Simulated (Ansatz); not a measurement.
**MnS: relaxation of cell and atoms with BLYP**

The system is MnS.

```
Mn S
1.0
     3.95358    0.00000    0.00000
    -1.97679    3.42390    0.00000
     0.00000    0.00000    6.34253
Mn S
2 2
Direct
  0.66667 0.33333 0.49884
  0.33333 0.66667 0.99884
  0.33333 0.66667 0.62615
  0.66667 0.33333 0.12615
```

The cell is a database's computed one.

```
Program             : Ansatz 0.2.0
Task                : relaxation of cell and atoms
Functional          : BLYP
Potentials or basis : Ansatz PAW
Cutoff              : 420 eV (not typed: the program's choice for these potentials)
k mesh              : 8 × 8 × 4
Occupations         : fermi-dirac, width 0.05 eV
Spin                : collinear spin, ferromagnetic start
Starting moments    : [4.0, 4.0, 0.0, 0.0] μB
```

* Relaxed volume: 23.65 Å³/atom
* Relaxed cell: a = 4.071 Å, b = 4.071 Å, c = 6.591 Å, α = 90.00°, β = 90.00°, γ = 120.00°
* Space group after relaxing (to 0.05 Å): P6_3mc (No. 186)
* Energy gained by relaxing: 39.4 meV/atom
* Ionic steps: 6
* Pressure after relaxing: 0.0 GPa
* Net moment: 9.97 μB per cell
* Absolute moment: 9.97 μB per cell
* Site moments: Mn +4.25; S +0.17 μB

The path:
```tsv
step	energy change (eV)	largest force (eV/Å)	volume (Å³)
1	0.0000	0.2938	85.86
2	-0.1245	0.1611	90.75
3	-0.1530	0.0061	95.73
4	-0.1557	0.0005	94.55
5	-0.1557	0.0005	94.60
6	-0.1574	0.0005	94.60
```

Final structure:
```yaml
crystal:
  lattice:
    - [4.07109, 0.00000, 0.00000]
    - [-2.03554, 3.52567, 0.00000]
    - [0.00000, 0.00000, 6.59084]
  atoms:
    - { symbol: Mn, position: [0.66667, 0.33333, 0.50146] }
    - { symbol: Mn, position: [0.33333, 0.66667, 0.00146] }
    - { symbol: S, position: [0.33333, 0.66667, 0.62354] }
    - { symbol: S, position: [0.66667, 0.33333, 0.12354] }
```

Run time: 39 s on 2 threads of Intel(R) Xeon(R) Platinum 8488C (Sapphire Rapids), on a shared host, peak memory 0.49 GiB.

Caveat: the magnetic or orbital state may not be the lowest; the plane-wave basis is chosen anew once the cell has moved, so the energies of steps on either side of that aren't comparable; only a ferromagnetic start was run, and an antiferromagnetic order may lie lower in energy; the PAW data sets come from PBE, with cores solved anew for the run's functional, which leaves a small shift of forces and pressure.
